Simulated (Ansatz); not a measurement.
# CO on a C(110) slab cut from the Fd-3m phase: a probe moved over the surface at fixed height

Aim: map the energy of CO on a C(110) slab cut from the Fd-3m phase (20 atoms of substrate and one adsorbate in a 2 × 1 cell) over two coordinates, and find its wells, ridges and stiffness.

Computed with Ansatz 0.2.0 (DFT PBE+D3(BJ), scalar-relativistic, plane waves, PAW, unless a step's input says otherwise).

6 further runs of the same task are left out: 6 set aside as unsound or not needed.

## 1. Starting point

Symmetry: Fd-3m, No. 227, cubic system. Conventional cell: a = 3.557 Å, b = 3.557 Å, c = 3.557 Å, α = 90.00°, β = 90.00°, γ = 90.00°. Around C (site symmetry -43m) lie 4 C at 1.54 Å.

As a file:

```cif
data_structure
_symmetry_space_group_name_H-M 'Fd-3m:1'
_symmetry_Int_Tables_number 227
_cell_length_a 3.5570
_cell_length_b 3.5570
_cell_length_c 3.5570
_cell_angle_alpha 90.000
_cell_angle_beta 90.000
_cell_angle_gamma 90.000
_cell_volume 45.01
loop_
_atom_site_label
_atom_site_type_symbol
_atom_site_symmetry_multiplicity
_atom_site_Wyckoff_symbol
_atom_site_fract_x
_atom_site_fract_y
_atom_site_fract_z
_atom_site_occupancy
C1 C 8 a 0.50000 0.00000 0.50000 1
```

It is the result of an earlier relaxation at this level (volume 5.63 Å³/atom; gap on the mesh: 4.18 eV).

## 2. The clean substrate in the cell of the map

A dipole layer in the vacuum cancels the field that periodic copies would set up if the slab's two faces differ.

input.yaml reads:

```yaml
crystal:
  lattice:
    - [5.0304222913, 0.0, 0.0]
    - [0.0, 3.5570457144, 0.0]
    - [0.0, 0.0, 23.8251416051]
  atoms:
    - { symbol: C, position: [0.25, 0.0, 0.1678898731] }
    - { symbol: C, position: [0.75, 0.0, 0.1678898731] }
    - { symbol: C, position: [0.0, 0.25, 0.1678898731] }
    - { symbol: C, position: [0.5, 0.25, 0.1678898731] }
    - { symbol: C, position: [0.0, 0.5, 0.2206746831] }
    - { symbol: C, position: [0.5, 0.5, 0.2206746831] }
    - { symbol: C, position: [0.25, 0.75, 0.2206746831] }
    - { symbol: C, position: [0.75, 0.75, 0.2206746831] }
    - { symbol: C, position: [0.25, 0.0023818432, 0.2733210081] }
    - { symbol: C, position: [0.75, 0.0023818432, 0.2733210081] }
    - { symbol: C, position: [0.0, 0.2476181568, 0.2733210081] }
    - { symbol: C, position: [0.5, 0.2476181568, 0.2733210081] }
    - { symbol: C, position: [0.0, 0.5094747646, 0.3275705903] }
    - { symbol: C, position: [0.5, 0.5094747646, 0.3275705903] }
    - { symbol: C, position: [0.25, 0.7405252354, 0.3275705903] }
    - { symbol: C, position: [0.75, 0.7405252354, 0.3275705903] }
    - { symbol: C, position: [0.25, 0.0286707501, 0.3725115994] }
    - { symbol: C, position: [0.75, 0.0286707501, 0.3725115994] }
    - { symbol: C, position: [0.0, 0.2213292499, 0.3725115994] }
    - { symbol: C, position: [0.5, 0.2213292499, 0.3725115994] }
basis:
  ecutwfc: 420
kpoints:
  mp_grid: { grid: [5, 8, 1] }
hamiltonian:
  xc: pbe
  pseudopotentials: { kind: paw, azcp: { folder: soft_1 } }
  dispersion: d3bj
scf:
  occupations: { method: gaussian, width: 0.05 }
output:
  forces: true
  eigenvalues: true
efield:
  axis: 3
  dipole_correction: true
  ramp_width: 0.04
```

Launch:

```bash
$ ansatz run input.yaml --threads 2 --pin off --max-ram 6144MiB --backend cpu --events-out ev --progress --plain --runs-dir out
```

The log of the run (excerpt; [...] marks lines left out):

```text
Warning: RAYON_NUM_THREADS=2 ignored (pool sized by the plan → 2); use --threads N
[...]
Pseudopotentials: kind: paw
Pseudopotential: C, paw, valence charge 4, recommended cutoff 420 eV (normal), <dir>
Functional definition: PBE
[...]
Crystal: 20 atoms, lattice volume = 426.314 Å³
Basis set: ecut = 420 eV, 8361 PW (Γ), exchange–correlation on 72×48×320 points (8 copies of the dense FFT grid, shifted against one another)
Bands: 60, of which v1, the nominal top of the filled ones, is band 40 counted from 1 (39 counted from 0)
Symmetry: 8 space group operations
Space group: Pma2 (ITA 28), of the structure as read, at distance tolerance 7.5e-5 Å
k-points: 15 of 40
[...]
SCF iter   1: F=—  HF=-5012.155238 eV  |F-HF|=—  |Δ(HF+E_count)|=         —  Δρ=7.14e-2  dr2=1.86e1  ethr=3.10e-3  p=0.000 e·Å  D=9.12e-8 V/Å  ΔV_dip=-0.00 eV  dr2_dipole=2.50e-1  V_vac-E_F(+/−)=8.38/8.38 eV  ⟨swp⟩=8.9  Hψ=5763  notcnv=0  defer=86
[...]
SCF iter  10: F=-5005.818865 eV  HF=-5005.818865 eV  |F-HF|=1.66e-7  |Δ(HF+E_count)|=   1.21e-6  Δρ=2.24e-6  dr2=2.69e-8  ethr=1.25e-10  p=0.059 e·Å  D=2.48e-2 V/Å  ΔV_dip=-0.59 eV  dr2_dipole=1.65e-9  V_vac-E_F(+/−)=5.44/6.03 eV  ⟨swp⟩=47.5  Hψ=11218  notcnv=0
[...]
SCF converged after 10 iterations
Free energy (F): -5005.818865 eV
[...]
E sigma→0 (E₀):  -5005.816332 eV
Entropy (-TS):   -0.005066 eV (-0.253 meV/atom)
Fermi energy:    -0.618124 eV
Dipole field:    D = 0.024794 V/Å  (p = 0.058414 e·Å, saw-weighted, corrected)
Work function:   Φ+ = 5.4403 eV   Φ− = 6.0310 eV
Levels:          The Fermi level and band energies are counted from a zero that moves with the ramp; work functions are not
[...]
--- Forces (eV/Å), atoms counted from 1 ---
  atom   1  C     -0.00000000     4.27237440     0.96755817
  atom   2  C     -0.00000000     4.27237440     0.96755817
  atom   3  C      0.00000000    -4.27237440     0.96755817
  atom   4  C      0.00000000    -4.27237440     0.96755817
  atom   5  C      0.00000000     1.06091271    -0.97168488
  atom   6  C      0.00000000     1.06091271    -0.97168488
  atom   7  C      0.00000000    -1.06091271    -0.97168488
  atom   8  C      0.00000000    -1.06091271    -0.97168488
[...]
--- Band table (eV; the first three rows and the last of 15) ---
[...]
```

It took 21 s on 2 threads of Arm Neoverse V2, shared host; peak memory 0.71 GiB.

From the log: work function 5.44 eV (top face), 6.03 eV (bottom face); dipole along +c 0.058 e·Å per cell.

## 3. The grid

Atoms count from 1 in the order of the input.

CO (O end down) is moved over the surface cell at a fixed height above a rigid substrate; the origin of the map has the adsorbate above C17; the height is held at 2.90 Å.

First coordinate, position of O21 along the first surface vector, from above C17: 4 values from 0.00 to 0.75, periodic. Second coordinate, position of O21 along the second surface vector, from above C17: 4 values from 0.00 to 0.75, periodic.

Nothing else is relaxed. Points are written as (first, second).

The two vectors of the plane (Å): (2.515, 0.000, 0.000); (0.000, 3.557, 0.000).

Of the runs on the grid, 8 are shown in the steps below; the others differ only in the two coordinates.

## 4. Point (0/4, 0/4) of the map's two axes

Changes to input.yaml since step 2:

```diff
@@ -26,2 +26,4 @@
     - { symbol: C, position: [0.5, 0.2213292499, 0.3725115994] }
+    - { symbol: O, position: [0.25, 0.0286707501, 0.4942317574] }
+    - { symbol: C, position: [0.25, 0.0286707501, 0.5425000959] }
 basis:
```

Launch:

```bash
$ ansatz run input.yaml --threads 2 --pin off --max-ram 6144MiB --backend cpu --events-out ev --progress --plain --runs-dir out
```

The log of the run (excerpt; [...] marks lines left out):

```text
Warning: RAYON_NUM_THREADS=2 ignored (pool sized by the plan → 2); use --threads N
[...]
[... 2 set-up lines as earlier in the session ...]
Pseudopotential: O, paw, valence charge 6, recommended cutoff 420 eV (normal), <dir>
[... 1 set-up line as earlier in the session ...]
[...]
Crystal: 22 atoms, lattice volume = 426.314 Å³
Basis set: ecut = 420 eV, 8361 PW (Γ), exchange–correlation on 72×48×320 points (8 copies of the dense FFT grid, shifted against one another)
Bands: 67, of which v1, the nominal top of the filled ones, is band 45 counted from 1 (44 counted from 0)
Symmetry: 2 space group operations
Space group: Pm (ITA 6), of the structure as read, at distance tolerance 7.5e-5 Å
k-points: 15 of 40 (time reversal used)
[...]
SCF converged after 11 iterations
Free energy (F): -5822.474660 eV
[...]
E sigma→0 (E₀):  -5822.472182 eV
Entropy (-TS):   -0.004957 eV (-0.225 meV/atom)
Fermi energy:    -0.079853 eV
Dipole field:    D = 0.017889 V/Å  (p = 0.042146 e·Å, saw-weighted, corrected)
Work function:   Φ+ = 5.6070 eV   Φ− = 6.0332 eV
Levels:          The Fermi level and band energies are counted from a zero that moves with the ramp; work functions are not
[...]
--- Forces (eV/Å), atoms counted from 1 ---
  atom   1  C      0.00000000     4.26593782     0.96228874
  atom   2  C      0.00000000     4.27614306     0.97044250
  atom   3  C     -0.00355187    -4.27267113     0.96694744
  atom   4  C      0.00355187    -4.27267113     0.96694744
  atom   5  C     -0.00108165     1.05887502    -0.97105540
  atom   6  C      0.00108165     1.05887502    -0.97105540
  atom   7  C      0.00000000    -1.06327159    -0.95995444
  atom   8  C      0.00000000    -1.05784311    -0.97952788
[...]
--- Band table (eV; the first three rows and the last of 15) ---
[...]
```

Run time: 25 s. Hardware: 2 threads of Arm Neoverse V2, shared host; peak memory 0.78 GiB.

This gives work function 5.61 eV (top face), 6.03 eV (bottom face); dipole along +c 0.042 e·Å per cell.

## 5. Grid point (0/4, 2/4) of the map's two axes

Changes to input.yaml since step 4:

```diff
@@ -26,4 +26,4 @@
     - { symbol: C, position: [0.5, 0.2213292499, 0.3725115994] }
-    - { symbol: O, position: [0.25, 0.0286707501, 0.4942317574] }
-    - { symbol: C, position: [0.25, 0.0286707501, 0.5425000959] }
+    - { symbol: O, position: [0.25, 0.5286707501, 0.4942317574] }
+    - { symbol: C, position: [0.25, 0.5286707501, 0.5425000959] }
 basis:
```

Launch:

```bash
$ ansatz run input.yaml --threads 2 --pin off --max-ram 6144MiB --backend cpu --events-out ev --progress --plain --runs-dir out
```

The log of the run (excerpt; [...] marks lines left out):

```text
[...]
SCF converged after 12 iterations
Free energy (F): -5822.533987 eV
[...]
E sigma→0 (E₀):  -5822.531420 eV
Entropy (-TS):   -0.005136 eV (-0.233 meV/atom)
Fermi energy:    -0.111922 eV
Dipole field:    D = 0.014770 V/Å  (p = 0.034797 e·Å, saw-weighted, corrected)
Work function:   Φ+ = 5.6794 eV   Φ− = 6.0313 eV
Levels:          The Fermi level and band energies are counted from a zero that moves with the ramp; work functions are not
[...]
--- Forces (eV/Å), atoms counted from 1 ---
  atom   1  C      0.00000000     4.27490607     0.96428753
  atom   2  C      0.00000000     4.27048188     0.97029302
  atom   3  C     -0.00071477    -4.27282748     0.96645459
  atom   4  C      0.00071477    -4.27282748     0.96645459
  atom   5  C     -0.00149193     1.06276926    -0.97054934
  atom   6  C      0.00149193     1.06276926    -0.97054934
  atom   7  C      0.00000000    -1.06473305    -0.96342108
  atom   8  C      0.00000000    -1.05942372    -0.97622140
[...]
--- Band table (eV; the first three rows and the last of 15) ---
[...]
```

Wall time 28 s (2 threads of Arm Neoverse V2, shared host); peak memory 0.79 GiB.

This gives work function 5.68 eV (top face), 6.03 eV (bottom face); dipole along +c 0.035 e·Å per cell.

## 6. The run at (2/4, 0/4) of the map's two axes

Changes to input.yaml since step 5:

```diff
@@ -26,4 +26,4 @@
     - { symbol: C, position: [0.5, 0.2213292499, 0.3725115994] }
-    - { symbol: O, position: [0.25, 0.5286707501, 0.4942317574] }
-    - { symbol: C, position: [0.25, 0.5286707501, 0.5425000959] }
+    - { symbol: O, position: [0.5, 0.0286707501, 0.4942317574] }
+    - { symbol: C, position: [0.5, 0.0286707501, 0.5425000959] }
 basis:
```

Launch:

```bash
$ ansatz run input.yaml --threads 2 --pin off --max-ram 6144MiB --backend cpu --events-out ev --progress --plain --runs-dir out
```

The log of the run (excerpt; [...] marks lines left out):

```text
[...]
SCF converged after 11 iterations
Free energy (F): -5822.480621 eV
[...]
E sigma→0 (E₀):  -5822.478136 eV
Entropy (-TS):   -0.004970 eV (-0.226 meV/atom)
Fermi energy:    -0.095626 eV
Dipole field:    D = 0.016289 V/Å  (p = 0.038376 e·Å, saw-weighted, corrected)
Work function:   Φ+ = 5.6450 eV   Φ− = 6.0331 eV
Levels:          The Fermi level and band energies are counted from a zero that moves with the ramp; work functions are not
[...]
--- Forces (eV/Å), atoms counted from 1 ---
  atom   1  C     -0.00274213     4.27204489     0.96611181
  atom   2  C      0.00274213     4.27204489     0.96611181
  atom   3  C      0.00000000    -4.27367455     0.96807723
  atom   4  C      0.00000000    -4.26867294     0.96630529
  atom   5  C      0.00000000     1.05759899    -0.97765965
  atom   6  C      0.00000000     1.06158246    -0.96121218
  atom   7  C     -0.00099659    -1.06045806    -0.97115783
  atom   8  C      0.00099659    -1.06045806    -0.97115783
[...]
--- Band table (eV; the first three rows and the last of 15) ---
[...]
```

Wall time 24 s (2 threads of Arm Neoverse V2, shared host); peak memory 0.78 GiB.

This gives work function 5.64 eV (top face), 6.03 eV (bottom face); dipole along +c 0.038 e·Å per cell.

## 7. The run at (2/4, 2/4) of the map's two axes

Changes to input.yaml since step 6:

```diff
@@ -26,4 +26,4 @@
     - { symbol: C, position: [0.5, 0.2213292499, 0.3725115994] }
-    - { symbol: O, position: [0.5, 0.0286707501, 0.4942317574] }
-    - { symbol: C, position: [0.5, 0.0286707501, 0.5425000959] }
+    - { symbol: O, position: [0.5, 0.5286707501, 0.4942317574] }
+    - { symbol: C, position: [0.5, 0.5286707501, 0.5425000959] }
 basis:
```

Launch:

```bash
$ ansatz run input.yaml --threads 2 --pin off --max-ram 6144MiB --backend cpu --events-out ev --progress --plain --runs-dir out
```

The log of the run (excerpt; [...] marks lines left out):

```text
Warning: RAYON_NUM_THREADS=2 ignored (pool sized by the plan → 2); use --threads N
[...]
[... 4 set-up lines as earlier in the session ...]
[...]
Crystal: 22 atoms, lattice volume = 426.314 Å³
Basis set: ecut = 420 eV, 8361 PW (Γ), exchange–correlation on 72×48×320 points (8 copies of the dense FFT grid, shifted against one another)
Bands: 67, of which v1, the nominal top of the filled ones, is band 45 counted from 1 (44 counted from 0)
[... 2 set-up lines as earlier in the session ...]
k-points: 15 of 40 (time reversal used)
[...]
SCF converged after 11 iterations
Free energy (F): -5822.529115 eV
[...]
E sigma→0 (E₀):  -5822.526551 eV
Entropy (-TS):   -0.005128 eV (-0.233 meV/atom)
Fermi energy:    -0.100651 eV
Dipole field:    D = 0.015927 V/Å  (p = 0.037523 e·Å, saw-weighted, corrected)
Work function:   Φ+ = 5.6524 eV   Φ− = 6.0318 eV
Levels:          The Fermi level and band energies are counted from a zero that moves with the ramp; work functions are not
[...]
--- Forces (eV/Å), atoms counted from 1 ---
  atom   1  C     -0.00140000     4.27335147     0.96691686
  atom   2  C      0.00140000     4.27335147     0.96691686
  atom   3  C      0.00000000    -4.27269021     0.97238843
  atom   4  C      0.00000000    -4.27268159     0.96114885
  atom   5  C      0.00000000     1.05964573    -0.97820644
  atom   6  C      0.00000000     1.06637728    -0.96230228
  atom   7  C     -0.00159594    -1.06141473    -0.97030684
  atom   8  C      0.00159594    -1.06141473    -0.97030684
[...]
--- Band table (eV; the first three rows and the last of 15) ---
[...]
```

Wall time 25 s (2 threads of Arm Neoverse V2, shared host); peak memory 0.78 GiB.

This gives work function 5.65 eV (top face), 6.03 eV (bottom face); dipole along +c 0.038 e·Å per cell.

## 8. Point (0/4, 1/4) of the map's two axes

Changes to input.yaml since step 7:

```diff
@@ -26,4 +26,4 @@
     - { symbol: C, position: [0.5, 0.2213292499, 0.3725115994] }
-    - { symbol: O, position: [0.5, 0.5286707501, 0.4942317574] }
-    - { symbol: C, position: [0.5, 0.5286707501, 0.5425000959] }
+    - { symbol: O, position: [0.25, 0.2786707501, 0.4942317574] }
+    - { symbol: C, position: [0.25, 0.2786707501, 0.5425000959] }
 basis:
```

Launch:

```bash
$ ansatz run input.yaml --threads 2 --pin off --max-ram 6144MiB --backend cpu --events-out ev --progress --plain --runs-dir out
```

The log of the run (excerpt; [...] marks lines left out):

```text
[...]
SCF converged after 11 iterations
Free energy (F): -5822.490695 eV
[...]
E sigma→0 (E₀):  -5822.488194 eV
Entropy (-TS):   -0.005002 eV (-0.227 meV/atom)
Fermi energy:    -0.100895 eV
Dipole field:    D = 0.015765 V/Å  (p = 0.037142 e·Å, saw-weighted, corrected)
Work function:   Φ+ = 5.6571 eV   Φ− = 6.0327 eV
Levels:          The Fermi level and band energies are counted from a zero that moves with the ramp; work functions are not
[...]
--- Forces (eV/Å), atoms counted from 1 ---
  atom   1  C      0.00000000     4.27040518     0.96667356
  atom   2  C      0.00000000     4.27246918     0.96795508
  atom   3  C     -0.00220203    -4.27214912     0.96610184
  atom   4  C      0.00220203    -4.27214912     0.96610184
  atom   5  C     -0.00108663     1.06122620    -0.97109172
  atom   6  C      0.00108663     1.06122620    -0.97109172
  atom   7  C      0.00000000    -1.06174456    -0.96184340
  atom   8  C      0.00000000    -1.05783557    -0.97707093
[...]
--- Band table (eV; the first three rows and the last of 15) ---
[...]
```

It took 25 s on 2 threads of Arm Neoverse V2, shared host; peak memory 0.79 GiB.

This gives work function 5.66 eV (top face), 6.03 eV (bottom face); dipole along +c 0.037 e·Å per cell.

## 9. Grid point (1/4, 0/4) of the map's two axes

Changes to input.yaml since step 8:

```diff
@@ -26,4 +26,4 @@
     - { symbol: C, position: [0.5, 0.2213292499, 0.3725115994] }
-    - { symbol: O, position: [0.25, 0.2786707501, 0.4942317574] }
-    - { symbol: C, position: [0.25, 0.2786707501, 0.5425000959] }
+    - { symbol: O, position: [0.375, 0.0286707501, 0.4942317574] }
+    - { symbol: C, position: [0.375, 0.0286707501, 0.5425000959] }
 basis:
```

Launch:

```bash
$ ansatz run input.yaml --threads 2 --pin off --max-ram 6144MiB --backend cpu --events-out ev --progress --plain --runs-dir out
```

The log of the run (excerpt; [...] marks lines left out):

```text
[...]
SCF converged after 11 iterations
Free energy (F): -5822.477617 eV
[...]
E sigma→0 (E₀):  -5822.475133 eV
Entropy (-TS):   -0.004967 eV (-0.226 meV/atom)
Fermi energy:    -0.087962 eV
Dipole field:    D = 0.017062 V/Å  (p = 0.040198 e·Å, saw-weighted, corrected)
Work function:   Φ+ = 5.6266 eV   Φ− = 6.0331 eV
Levels:          The Fermi level and band energies are counted from a zero that moves with the ramp; work functions are not
[...]
--- Forces (eV/Å), atoms counted from 1 ---
  atom   1  C      0.00473157     4.26778904     0.96343350
  atom   2  C      0.00874533     4.27536879     0.96900578
  atom   3  C     -0.00929389    -4.27401615     0.96763736
  atom   4  C     -0.00417697    -4.26992677     0.96652564
  atom   5  C     -0.00091761     1.05786455    -0.97613533
  atom   6  C      0.00054121     1.06065418    -0.96434924
  atom   7  C     -0.00047901    -1.06240981    -0.96354011
  atom   8  C      0.00087121    -1.05864056    -0.97736726
[...]
--- Band table (eV; the first three rows and the last of 21) ---
[...]
```

Run time: 36 s. Hardware: 2 threads of Arm Neoverse V2, shared host; peak memory 0.89 GiB.

Read from this run: work function 5.63 eV (top face), 6.03 eV (bottom face); dipole along +c 0.040 e·Å per cell.

[end of part 1 of 2]
